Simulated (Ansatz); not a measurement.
`FC(F)(F)[SiH3]` + `[OH][GaH][Br]` → `[SiH3][O][GaH][Br]` + trifluoromethane  (ligand exchange at the Si–C bond)

Calculated with Ansatz (gas phase, PBE0-D4/def2-TZVP geometries, no zero-point term in ΔE). CBS: MP2 limit from def2 TZ/QZ plus the TZ coupled-cluster correction, frozen cores. This one scheme is used for every species. For Br, Ga outer-core shells are correlated without core-valence functions, which leaves a few kJ/mol of doubt a bond. Scalar relativity is left out up to krypton. Each species was taken in one conformer, which may not be the lowest.

```
             species  CCSD(T)/CBS(def2) energy (Eh)
    `FC(F)(F)[SiH3]`                     -628.29609
     `[OH][GaH][Br]`                    -4573.71961
`[SiH3][O][GaH][Br]`                    -4864.03713
            `FC(F)F`                     -338.02896
```

Problem. Work out ΔE.

Solution. ΔE = (-4864.03713) + (-338.02896) − (-628.29609) − (-4573.71961) = -0.05039 Eh = -132.3 kJ/mol.

Problem. What do rigid-rotor, harmonic-oscillator terms from PBE0-D4/def2-TZVP frequencies (298.15 K, 1 bar) make of the CCSD(T)/CBS value? (An estimate is asked.)

Solution. The calculation gave: ΔZPE = +6.2 kJ/mol, ΔH = -126.2 kJ/mol, ΔS = 15 J/(mol·K), ΔG = -130.8 kJ/mol. Modes under 50 cm⁻¹ make the entropy rough.

Largest T1 diagnostic among the species: 0.013.

Leaving LDA and LC-ωPBE aside and taking each functional with its dispersion term where it has one, the values, not all of them listed here, spread over 35.3 kJ/mol, from BHLYP-D4 to revPBE-D4. From PBE to PBE0 (25 % exact exchange), in def2-TZVPP and without D4, ΔE moves by −13.4 kJ/mol. In def2-TZVPP, CCSD(T) changes the Hartree–Fock value by +22.6 kJ/mol (the triples alone add +3.5 kJ/mol) and MP2 by +17.2 kJ/mol.
